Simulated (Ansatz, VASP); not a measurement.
# BP in two plane-wave programs, part 2 of 2

Aim: how closely do two programs agree when they are given the same cell, functional and k mesh? The cell is taken from a series of VASP runs on this material, whose earlier steps may have relaxed, scaled or displaced it; both programs get it as it stands. Other levels of theory on this material are compared in a session of their own.

VASP 6.6.1 and Ansatz 0.2.0.

So far. Step 3 (VASP: band structure, r2SCAN): The run ends at a pressure of -0.67 GPa.

### Step 4. Comparison

Known differences besides the potentials themselves: VASP keeps PBE cores, Ansatz makes them for the functional; the cutoff is 500 eV in Ansatz and 370 eV in VASP. Total energies have different zeros and are not compared.

The two programs side by side:

```csv
quantity,Ansatz,VASP,difference
pressure (GPa),-0.15,-0.67,+0.52
gap over the path points (eV),1.426,1.455,-0.029
```

Levels at points of the path, from each program's valence-band top (eV; 3 filled, then empty):

```csv
k (reciprocal lattice),Ansatz,VASP
0.000 0.000 0.000,0.00 0.00 0.00 3.60 3.60 3.60,0.00 0.00 0.00 3.64 3.64 3.64
0.167 0.000 0.167,-2.05 -1.84 -1.84 2.64 6.22 6.22,-2.05 -1.83 -1.83 2.68 6.26 6.26
0.333 0.000 0.333,-5.94 -3.70 -3.70 1.56 3.60 10.23,-5.93 -3.69 -3.69 1.59 3.63 10.30
0.389 0.000 0.389,-7.28 -4.06 -4.06 1.43 2.75 11.49,-7.26 -4.05 -4.05 1.46 2.78 11.58
0.500 0.000 0.500,-9.14 -4.36 -4.36 1.50 1.89 12.96,-9.13 -4.35 -4.35 1.54 1.91 13.06
0.500 0.083 0.583,-9.04 -4.79 -4.76 2.29 2.74 11.95,-9.02 -4.78 -4.75 2.33 2.76 12.05
0.500 0.194 0.694,-8.71 -5.76 -5.60 4.82 5.62 8.89,-8.69 -5.75 -5.59 4.86 5.64 8.97
0.500 0.250 0.750,-8.63 -5.94 -5.74 5.74 7.16 7.78,-8.61 -5.92 -5.73 5.78 7.19 7.81
0.458 0.292 0.750,-8.63 -6.21 -5.12 4.67 6.62 8.53,-8.62 -6.20 -5.11 4.70 6.65 8.60
0.403 0.347 0.750,-8.70 -6.48 -3.94 2.70 6.44 9.95,-8.68 -6.47 -3.93 2.73 6.47 10.02
```

Among the levels compared at these points, filled levels agree within 16 meV and empty ones within 107 meV.

### Step 5. VASP: single point, LDA

A single point gives forces, pressure and levels at one fixed geometry, so differences don't come from the geometry; what else differs is listed under the comparison.

The input, INCAR:

```
SYSTEM = BP
PREC = Accurate
ENCUT = 340
EDIFF = 1E-08
NELM = 100
ISMEAR = 0
SIGMA = 0.01
LREAL = .FALSE.
ALGO = Normal
GGA = CA
NBANDS = 10
LORBIT = 11
LWAVE = .TRUE.
LCHARG = .FALSE.
KPAR = 4
```

The input, POSCAR:

```
BP
1.0
    0.0000000000      2.2690000000      2.2690000000
    2.2690000000      0.0000000000      2.2690000000
    2.2690000000      2.2690000000      0.0000000000
P B
1 1
Direct
    0.7500000000      0.7500000000      0.7500000000
    0.0000000000      0.0000000000      0.0000000000
```

The input, KPOINTS:

```
Automatic mesh
0
Gamma
4 4 4
0 0 0
```

The projector-augmented-wave data sets are P_GW and B_GW (LDA family, release 64).

Run with:

```
$ mpirun -np 4 vasp_std
```

Numbers of over 12 decimals in the logs are rounded to 6 here.

Log:

```text
[banner, memory and clock lines left out]
running    4 mpi-ranks, on    1 nodes
[...]
LDA part: xc-table for (Slater(with rela. corr.)+CA(PZ))
 , standard interpolation
 POSCAR, INCAR and KPOINTS ok, starting setup
[...]
entering main loop
       N       E                     dE             d eps       ncg     rms          rms(c)
DAV:   1     0.852097195779E+01    0.85210E+01   -0.36506E+03   160   0.607E+02
DAV:   2    -0.143976878016E+02   -0.22919E+02   -0.22377E+02   264   0.132E+02
DAV:   3    -0.150747747663E+02   -0.67709E+00   -0.67469E+00   208   0.206E+01
DAV:   4    -0.150920472766E+02   -0.17273E-01   -0.17260E-01   224   0.313E+00
[...]
DAV:  12    -0.141934273652E+02    0.99019E-07   -0.52575E-07   208   0.541E-03    0.292E-04
DAV:  13    -0.141934273897E+02   -0.24553E-07   -0.18835E-08   202   0.106E-03    0.184E-04
DAV:  14    -0.141934273947E+02   -0.49910E-08   -0.33954E-09   122   0.331E-04
   1 F= -.14193427E+02 E0= -.14193427E+02  d E =-.790743E-30
 writing wavefunctions
```

OUTCAR, selected parts (step 5):

```text
  Total       -0.6821935     -0.6821935     -0.6821935     -0.0000000     -0.0000000      0.0000000
  in kB      -46.7826353    -46.7826353    -46.7826353     -0.0000000     -0.0000000      0.0000000
  external PRESSURE =     -46.7826353 kB  Pullay stress =       0.0000000 kB

 POSITION                                       TOTAL-FORCE (eV/Angst)
 -----------------------------------------------------------------------------------
      3.40350      3.40350      3.40350        -0.000000      0.000000      0.000000
      0.00000      0.00000      0.00000         0.000000     -0.000000     -0.000000
 -----------------------------------------------------------------------------------
    total drift:                                0.000000      0.000000      0.000000

  FREE ENERGIE OF THE ION-ELECTRON SYSTEM (eV)
  ---------------------------------------------------
  free  energy   TOTEN  =       -14.1934273947 eV

  energy  without entropy=      -14.1934273947  energy(sigma->0) =      -14.19342739

[... 3 further parts left out ...]
[key lines of the parts left out:]
E-fermi :   7.1709
```

The run ends at a pressure of -4.68 GPa.

### Step 6. Ansatz: single point, LDA

The same cell, functional (in two slightly different forms), mesh and smearing now go to Ansatz, which takes its cutoff from its data sets.

The cell is taken from a series of VASP runs on this material, whose earlier steps may have relaxed, scaled or displaced it; both programs get it as it stands.

The input, input.yaml:

```yaml
crystal:
  lattice:
    - [0.0, 2.269, 2.269]
    - [2.269, 0.0, 2.269]
    - [2.269, 2.269, 0.0]
  atoms:
    - { symbol: P, position: [0.75, 0.75, 0.75] }
    - { symbol: B, position: [0.0, 0.0, 0.0] }
hamiltonian:
  xc: lda
  pseudopotentials: { kind: paw }
kpoints:
  mp_grid: { grid: [4, 4, 4] }
scf:
  occupations: { method: gaussian, width: 0.01 }
  n_extra_bands: 4
output:
  forces: true
  stress: true
  eigenvalues: true
```

Run with:

```
$ ansatz run input.yaml --threads 2 --pin off --max-ram 4608MiB --backend cpu --events-out ev --progress --plain --runs-dir out
```

Log:

```text
[...]
Crystal: 2 atoms, lattice volume = 23.363 Å³
Basis set: ecut = 420 eV, 459 PW (Γ)
Bands: 8, of which v1, the nominal top of the filled ones, is band 4 counted from 1 (3 counted from 0)
Symmetry: 24 space group operations
[...]
k-points: 8 of 64 (time reversal used)
[...]
Free energy (F): -876.452934 eV
[...]
Internal energy: -876.452934 eV  (E = F + TS)
E sigma→0 (E₀):  -876.452934 eV
Fermi energy:    9.733170 eV
[...]
--- Stress (GPa, compression-positive) ---
       -4.189460      -0.000000      -0.000000
        0.000000      -4.189460       0.000000
       -0.000000       0.000000      -4.189460
  P = ⅓ Tr σ = -4.1895 GPa (-41.895 kbar)
--- Band table (eV; the first three rows and the last of 8) ---
[...]
[key lines of the parts left out:]
SCF converged after 6 iterations
```

Elapsed: 0.56 s, on 2 threads of Arm Neoverse N1, shared host; peak memory 0.24 GiB; 0.76 s of CPU time.

The run ends at a pressure of -4.19 GPa.

### Step 7. Differences

What differs besides the data sets and the points named for the pairs above, as far as they apply: the two LDA forms differ slightly; the cutoff is 420 eV in Ansatz and 340 eV in VASP; VASP's log shows a relativistic correction to its local exchange, Ansatz's none. Total energies have different zeros and are not compared.

The two programs side by side:

| quantity | Ansatz | VASP | difference |
| --- | --- | --- | --- |
| gap on the k mesh (eV) | 1.273 | 1.269 | +0.004 |

Not compared: the pressure (VASP's GW data sets at this cutoff don't carry it). A gap on the mesh is an upper bound, since the band edges may lie between its points.

### Step 8. What came out

| Property | Result |
| --- | --- |
| difference in gap over the path points (band structure, r2SCAN) | -0.029 eV |
| difference in pressure (band structure, r2SCAN) | 0.52 GPa |
| difference in gap on the k mesh (single point, LDA) | 0.0042 eV |

**Reading.** The difference in pressure is 0.52 GPa (band structure, r2SCAN), within the 1 GPa picked in this series as the mark of a large difference. VASP's data sets differ among the pairs, so a change from pair to pair isn't the functional's or the coupling's alone. 3 further runs of this series are not shown here. Such differences can come from data sets, numerical settings and the points named under the comparisons, not from the functional's error against experiment.

[Lines on the potential files, build, host, timing and source positions are cut from VASP's logs without a mark.]

[Logs are printed without paths, hosts, clocks, repeated set-up lines and the standing remarks that a program may print on its own settings, such as how far it seeks lower states.]

[Hosts, paths, dates, database ids (printed as entryN), source tags and the programs' standing remarks are cut or masked in the printed files.]
